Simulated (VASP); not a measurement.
# AlN (Fm-3m) in VASP: settings compared, part 2 of 3

VASP 6.6.1.

## 4. Relaxation of cell and atoms, PBEsol

INCAR

```
SYSTEM = AlN
ALGO = Normal
EDIFF = 1E-7
EDIFFG = -0.005
ENCUT = 300
GGA = PS
IBRION = 2
ISIF = 3
ISMEAR = 0
LASPH = .TRUE.
LCHARG = .FALSE.
LREAL = .FALSE.
LWAVE = .FALSE.
NELM = 80
NSW = 90
PREC = Accurate
SIGMA = 0.02
```

KPOINTS

```
k-points
0
G
  10 10 10
  0 0 0
```

POSCAR

```
AlN
1.0
    0.0000000000      2.0345180000      2.0345180000
    2.0345180000      0.0000000000      2.0345180000
    2.0345180000      2.0345180000      0.0000000000
Al N
1 1
Direct
    0.5000000000      0.5000000000      0.5000000000
    0.0000000000      0.0000000000      0.0000000000
```

Potentials or basis: VASP PAW PBE potentials, release 64 (Al, N).

Launch:

```
cat potpaw_PBE.64/Al/POTCAR potpaw_PBE.64/N/POTCAR > POTCAR
mpirun -np 1 vasp_std > vasp.out
```

OUTCAR:

```text
SYSTEM = AlN
   EDIFF = 1E-7
   EDIFFG = -0.005
   ENCUT = 300
   GGA = PS
   IBRION = 2
   ISIF = 3
   ISMEAR = 0
   LASPH = .TRUE.
   LREAL = .FALSE.
   NELM = 80
   NSW = 90
   PREC = Accurate

 ion  position               nearest neighbor table
   1  0.500  0.500  0.500-   2 2.03   2 2.03   2 2.03   2 2.03   2 2.03   2 2.03
   2  0.000  0.000  0.000-   1 2.03   1 2.03   1 2.03   1 2.03   1 2.03   1 2.03

  LATTYP: Found a face centered cubic cell.
 ALAT       =     4.0690360000

  Lattice vectors:

 A1 = (   0.0000000000,   2.0345180000,   2.0345180000)
 A2 = (   2.0345180000,   0.0000000000,   2.0345180000)
 A3 = (   2.0345180000,   2.0345180000,   0.0000000000)

Analysis of symmetry for initial positions (statically):
=====================================================================
 Subroutine PRICEL returns:
 Original cell was already a primitive cell.

 Routine SETGRP: Setting up the symmetry group for a
 face centered cubic supercell.

 Subroutine GETGRP returns: Found 48 space group operations
 (whereof 48 operations were pure point group operations)
 out of a pool of 48 trial point group operations.

The static configuration has the point symmetry O_h .

Analysis of symmetry for dynamics (positions and initial velocities):
=====================================================================
 Subroutine PRICEL returns:
 Original cell was already a primitive cell.

 Routine SETGRP: Setting up the symmetry group for a
 face centered cubic supercell.

 Subroutine GETGRP returns: Found 48 space group operations
 (whereof 48 operations were pure point group operations)
 out of a pool of 48 trial point group operations.

The dynamic configuration has the point symmetry O_h .

 Subroutine INISYM returns: Found 48 space group operations
 (whereof 48 operations are pure point group operations),
 and found     1 'primitive' translations

----------------------------------------------------------------------------------------

                                     Primitive cell

  volume of cell :      16.8428

  direct lattice vectors                    reciprocal lattice vectors
     0.000000000  2.034518000  2.034518000    -0.245758455  0.245758455  0.245758455
     2.034518000  0.000000000  2.034518000     0.245758455 -0.245758455  0.245758455
     2.034518000  2.034518000  0.000000000     0.245758455  0.245758455 -0.245758455

  length of vectors
     2.877242948  2.877242948  2.877242948     0.425666130  0.425666130  0.425666130

  position of ions in fractional coordinates (direct lattice)
     0.500000000  0.500000000  0.500000000
     0.000000000  0.000000000  0.000000000

  ion indices of the primitive-cell ions
   primitive index   ion index
                 1           1
                 2           2

----------------------------------------------------------------------------------------

 KPOINTS: k-points

Automatic generation of k-mesh.
 Grid dimensions read from file:
 generate k-points for:   10   10   10

 Generating k-lattice:

  Cartesian coordinates                     Fractional coordinates (reciprocal lattice)
    -0.024575845  0.024575845  0.024575845     0.100000000  0.000000000  0.000000000
     0.024575845 -0.024575845  0.024575845     0.000000000  0.100000000  0.000000000
     0.024575845  0.024575845 -0.024575845     0.000000000  0.000000000  0.100000000

  Length of vectors
     0.042566613  0.042566613  0.042566613

  Shift w.r.t. Gamma in fractional coordinates (k-lattice)
     0.000000000  0.000000000  0.000000000

 Subroutine IBZKPT returns following result:
 ===========================================

 Found     47 irreducible k-points:

 Following reciprocal coordinates:
            Coordinates               Weight
  0.000000  0.000000  0.000000      1.000000
  0.100000  0.000000  0.000000      8.000000
  0.200000  0.000000  0.000000      8.000000
  0.300000  0.000000  0.000000      8.000000
  0.400000  0.000000  0.000000      8.000000
  0.500000  0.000000  0.000000      4.000000
[... 16 lines left out ...]
  0.300000  0.300000  0.000000      6.000000
  0.400000  0.300000  0.000000     24.000000
 [... further k-points ...]
   k-points           NKPTS =     47   k-points in BZ     NKDIM =     47   number of bands    NBANDS=      8
   number of dos      NEDOS =    301   number of ions     NIONS =      2
   total plane-waves  NPLWV =   4096
   dimension x,y,z NGX =    16 NGY =   16 NGZ =   16
   dimension x,y,z NGXF=    32 NGYF=   32 NGZF=   32
   ions per type =               1   1
   NGX,Y,Z   is equivalent  to a cutoff of   9.24,  9.24,  9.24 a.u.
   NGXF,Y,Z  is equivalent  to a cutoff of  18.49, 18.49, 18.49 a.u.
 SYSTEM =  AlN
   PREC   = accura    normal or accurate (medium, high low for compatibility)
   ISTART =      0    job   : 0-new  1-cont  2-samecut
   ICHARG =      2    charge: 1-file 2-atom 10-const
   ISPIN  =      1    spin polarized calculation?
   LNONCOLLINEAR =      F non collinear calculations
   LSORBIT =      F    spin-orbit coupling
   LASPH  =      T    aspherical Exc in radial PAW
   ENCUT  =  300.0 eV  22.05 Ry    4.70 a.u.   4.06  4.06  4.06*2*pi/ulx,y,z
   NELM   =     80;   NELMIN=  2; NELMDL= -5     # of ELM steps
   EDIFF  = 0.1E-06   stopping-criterion for ELM
   LREAL  =      F    real-space projection
   EDIFFG = -.5E-02   stopping-criterion for IOM
   NSW    =     90    number of steps for IOM
   IBRION =      2    ionic relax: 0-MD 1-quasi-New 2-CG
   NFREE  =      1    steps in history (QN), initial steepest desc. (CG)
   ISIF   =      3    stress and relaxation
   ISYM   =      2    0-nonsym 1-usesym 2-fastsym
   POTIM  = 0.5000    time-step for ionic-motion
   TEBEG  =    0.0;   TEEND  =   0.0 temperature during run
   PSTRESS=    0.0 pullay stress
   NELECT =       8.0000    total number of electrons
   NUPDOWN=      -1.0000    fix difference up-down
   EMIN   =  10.00;   EMAX   =-10.00  energy-range for DOS
   EFERMI =   0.00;   METHOD = LEGACY
   ISMEAR =     0;   SIGMA  =   0.02  broadening in eV -4-tet -1-fermi 0-gaus
   EFERMI_NEDOS =   21; number of points for ismear=-14 and -15
   IALGO  =     38    algorithm
   IMIX   =      4    mixing-type and parameters
     AMIX     =   0.40;   BMIX     =  1.00
     AMIX_MAG =   1.60;   BMIX_MAG =  1.00
  volume/ion in A,a.u.               =       8.42        56.83
  Fermi-wavevector in a.u.,A,eV,Ry     =   1.277321  2.413786 22.198561  1.631548
  Thomas-Fermi vector in A             =   2.409927
   LORBIT       =      0    0 simple, 1 ext, 2 COOP (PROOUT), +10 PAW based schemes
   GGA     = PS    functional components
   LHFCALC =     F    Hartree Fock is set to
   AEXX    =    0.0000 exact exchange contribution
   IVDW    =     0    specifies the selected vdW correction
   LEPSILON=     F    determine dielectric tensor
   LRPA    =     F    only Hartree local field effects (RPA)
 conjugate gradient relaxation of ions
 non-spin polarized calculation
 Gauss-broadening in eV      SIGMA  =   0.02
  energy-cutoff  :      300.00
  volume of cell :       16.84
 maximum number of plane-waves:       210
   NGX =  9   NGY =  9   NGZ =  9

--------------------------------------- Ionic step        1  -------------------------------------------

 number of electron       7.9999995 magnetization

 Free energy of the ion-electron system (eV)
  ---------------------------------------------------
  ext. energy  EPLUGINS =         0.00000000
  ---------------------------------------------------
  free energy    TOTEN  =       -15.39007521 eV

  energy without entropy =      -15.39007521  energy(sigma->0) =      -15.39007521

 E-fermi :   9.9296     XC(G=0): -12.3708

 val. band max:        9.7642340050   @ k =   0.0000   0.0000   0.0000
 cond. band min:      14.0129772621   @ k =   0.5000   0.5000   0.0000
 fundamental gap:      4.2487432571
 Fermi energy:         9.9295918589

 k-point     1 :       0.0000    0.0000    0.0000
  band No.  band energies     occupation
      1      -7.8018      2.00000
      2       9.7642      2.00000
      3       9.7642      2.00000
      4       9.7642      2.00000
      5      14.9384      0.00000
      6      21.6585      0.00000
      7      21.6585      0.00000
      8      21.6585      0.00000
[... 466 lines left out ...]
  energy  without entropy=      -15.5382997657  energy(sigma->0) =      -15.53829977

--------------------------------------- Ionic step        7  -------------------------------------------

 number of electron       7.9999999 magnetization

 Free energy of the ion-electron system (eV)
  ---------------------------------------------------
  ext. energy  EPLUGINS =         0.00000000
  ---------------------------------------------------
  free energy    TOTEN  =       -15.53836688 eV

  energy without entropy =      -15.53836688  energy(sigma->0) =      -15.53836688

 E-fermi :  11.0704     XC(G=0): -12.7991

 val. band max:       10.9370868280   @ k =   0.0000   0.0000   0.0000
 cond. band min:      15.8730869764   @ k =   0.5000   0.5000   0.0000
 fundamental gap:      4.9360001483
 Fermi energy:        11.0704037063

 k-point     1 :       0.0000    0.0000    0.0000
  band No.  band energies     occupation
      1      -7.4193      2.00000
      2      10.9371      2.00000
      3      10.9371      2.00000
      4      10.9371      2.00000
      5      17.5041      0.00000
      6      23.1298      0.00000
      7      23.1298      0.00000
      8      23.1298      0.00000
[... 282 lines left out ...]
  FREE ENERGIE OF THE ION-ELECTRON SYSTEM (eV)
  ---------------------------------------------------
  free  energy   TOTEN  =       -15.5383668809 eV

  energy  without entropy=      -15.5383668809  energy(sigma->0) =      -15.53836688

 reached required accuracy - stopping structural energy minimisation
```

OSZICAR:

```text
N       E                     dE             d eps       ncg     rms          rms(c)
DAV:   1    -0.661847869576E+01   -0.66185E+01   -0.29277E+03   872   0.560E+02
DAV:   2    -0.167296544323E+02   -0.10111E+02   -0.99318E+01  1104   0.721E+01
DAV:   3    -0.167965936258E+02   -0.66939E-01   -0.66939E-01   856   0.696E+00
DAV:   4    -0.167966982038E+02   -0.10458E-03   -0.10458E-03  1080   0.239E-01
[... 53 lines left out ...]
DAV:   1    -0.155384245654E+02   -0.12478E-03   -0.16991E-03   872   0.386E-01    0.540E-02
DAV:   2    -0.155383680588E+02    0.56507E-04   -0.26513E-04   776   0.112E-01    0.136E-02
DAV:   3    -0.155383669596E+02    0.10992E-05   -0.72415E-06   984   0.241E-02    0.493E-03
DAV:   4    -0.155383668178E+02    0.14179E-06   -0.12164E-07   496   0.304E-03    0.218E-03
DAV:   5    -0.155383668809E+02   -0.63092E-07   -0.24700E-08   376   0.145E-03
   7 F= -.15538367E+02 E0= -.15538367E+02  d E =-.332957E-04
```

Run time: 5.7 s. Hardware: 1 thread of Intel Xeon 6975P-C (Granite Rapids), shared host; peak memory 0.1 GiB.

The run converged, but a check on its numbers failed (symmetry, net force, bounds or a known fault of this set-up), so they aren't taken as properties of the crystal.

Caveat: the cutoff lies under the usual one of these potentials, so the numbers hold a large basis-set error; the PAW data sets were made with another functional, which shifts forces and pressure a little.

## 5. Relaxation of cell and atoms, PBEsol

Changes to INCAR since step 4:

```diff
@@ -4,3 +4,3 @@
 EDIFFG = -0.005
-ENCUT = 300
+ENCUT = 600
 GGA = PS
```

KPOINTS

```
k-points
0
G
  4 4 4
  0 0 0
```

POSCAR is that of step 4.

Potentials or basis: VASP PAW PBE potentials, release 64 (Al, N).

Launch:

```
cat potpaw_PBE.64/Al/POTCAR potpaw_PBE.64/N/POTCAR > POTCAR
mpirun -np 1 vasp_std > vasp.out
```

OUTCAR:

```text
SYSTEM = AlN
   EDIFF = 1E-7
   EDIFFG = -0.005
   ENCUT = 600
   GGA = PS
   IBRION = 2
   ISIF = 3
   ISMEAR = 0
   LASPH = .TRUE.
   LREAL = .FALSE.
   NELM = 80
   NSW = 90
   PREC = Accurate

 ion  position               nearest neighbor table
   1  0.500  0.500  0.500-   2 2.03   2 2.03   2 2.03   2 2.03   2 2.03   2 2.03
   2  0.000  0.000  0.000-   1 2.03   1 2.03   1 2.03   1 2.03   1 2.03   1 2.03

  LATTYP: Found a face centered cubic cell.
 ALAT       =     4.0690360000

  Lattice vectors:

 A1 = (   0.0000000000,   2.0345180000,   2.0345180000)
 A2 = (   2.0345180000,   0.0000000000,   2.0345180000)
 A3 = (   2.0345180000,   2.0345180000,   0.0000000000)

Analysis of symmetry for initial positions (statically):
=====================================================================
 Subroutine PRICEL returns:
 Original cell was already a primitive cell.

 Routine SETGRP: Setting up the symmetry group for a
 face centered cubic supercell.

 Subroutine GETGRP returns: Found 48 space group operations
 (whereof 48 operations were pure point group operations)
 out of a pool of 48 trial point group operations.

The static configuration has the point symmetry O_h .

Analysis of symmetry for dynamics (positions and initial velocities):
=====================================================================
 Subroutine PRICEL returns:
 Original cell was already a primitive cell.

 Routine SETGRP: Setting up the symmetry group for a
[... 130 lines left out ...]

 number of electron       7.9999999 magnetization

 Free energy of the ion-electron system (eV)
  ---------------------------------------------------
  ext. energy  EPLUGINS =         0.00000000
  ---------------------------------------------------
  free energy    TOTEN  =       -15.36083798 eV

  energy without entropy =      -15.36083798  energy(sigma->0) =      -15.36083798

 E-fermi :   9.8223     XC(G=0): -12.3557

 val. band max:        9.6971223546   @ k =   0.0000   0.0000   0.0000
 cond. band min:      14.0185055289   @ k =   0.5000   0.5000   0.0000
 fundamental gap:      4.3213831742
 Fermi energy:         9.8223124481

 k-point     1 :       0.0000    0.0000    0.0000
  band No.  band energies     occupation
      1      -7.7042      2.00000
      2       9.6971      2.00000
      3       9.6971      2.00000
      4       9.6971      2.00000
      5      15.0760      0.00000
      6      21.6089      0.00000
      7      21.6089      0.00000
      8      21.6089      0.00000
[... 146 lines left out ...]
--------------------------------------- Ionic step        3  -------------------------------------------

 number of electron       7.9999999 magnetization

 Free energy of the ion-electron system (eV)
  ---------------------------------------------------
  ext. energy  EPLUGINS =         0.00000000
  ---------------------------------------------------
  free energy    TOTEN  =       -15.36533153 eV

  energy without entropy =      -15.36533153  energy(sigma->0) =      -15.36533153

 E-fermi :  10.1052     XC(G=0): -12.4412

 val. band max:        9.9312854394   @ k =   0.0000   0.0000   0.0000
 cond. band min:      14.4250786833   @ k =   0.5000   0.5000   0.0000
 fundamental gap:      4.4937932440
 Fermi energy:        10.1052435583

 k-point     1 :       0.0000    0.0000    0.0000
  band No.  band energies     occupation
      1      -7.6351      2.00000
      2       9.9313      2.00000
      3       9.9313      2.00000
      4       9.9313      2.00000
      5      15.5698      0.00000
      6      21.9007      0.00000
      7      21.9007      0.00000
      8      21.9007      0.00000
[... 104 lines left out ...]
  FREE ENERGIE OF THE ION-ELECTRON SYSTEM (eV)
  ---------------------------------------------------
  free  energy   TOTEN  =       -15.3653315252 eV

  energy  without entropy=      -15.3653315252  energy(sigma->0) =      -15.36533153

 reached required accuracy - stopping structural energy minimisation
```

CONTCAR:

```text
AlN
   1.00000000000000
     0.0000000000000000    2.0222091934803537    2.0222091934803537
     2.0222091934803537    0.0000000000000000    2.0222091934803537
     2.0222091934803537    2.0222091934803537   -0.0000000000000000
  Al              N
     1     1
Direct
     0.5000000000000000    0.5000000000000000    0.5000000000000000
     0.0000000000000000    0.0000000000000000    0.0000000000000000

  0.00000000E+00  0.00000000E+00  0.00000000E+00
  0.00000000E+00  0.00000000E+00  0.00000000E+00
```

Run time: 3.7 s. Hardware: 1 thread of Intel Xeon 6975P-C (Granite Rapids), shared host; peak memory 0.13 GiB.

What came out:

```yaml
Free_energy: -15.3653 eV
Relaxed_volume: 8.27 Å³/atom
Relaxed_cell: a = 2.860 Å, b = 2.860 Å, c = 2.860 Å, α = 60.00°, β = 60.00°, γ = 60.00°
Space_group_after_relaxing_to_0.05_Å: Fm-3m (No. 225)
Energy_gained_by_relaxing: 2.2 meV/atom
Ionic_steps: 3
Pressure_after_relaxing: 0.0 GPa
Band_gap_on_the_k_mesh: 4.49 eV, indirect (least direct gap 5.64 eV)
```

Step by step:
```csv
step,energy change (eV),largest force (eV/Å),pressure (GPa),volume (Å³)
1,0.0000,0.0000,-4.66,16.84
2,-0.0003,0.0000,4.80,16.25
3,-0.0045,0.0000,-0.01,16.54
```

Final structure:
```
CELL_PARAMETERS angstrom
0.00000 2.02221 2.02221
2.02221 0.00000 2.02221
2.02221 2.02221 0.00000
ATOMIC_POSITIONS crystal
Al 0.50000 0.50000 0.50000
N 0.00000 0.00000 0.00000
```

Caveat: the k mesh is coarse (spacing up to 0.67 Å⁻¹), so the values aren't converged; the PAW data sets were made with another functional, which shifts forces and pressure a little.

[end of part 2 of 3]
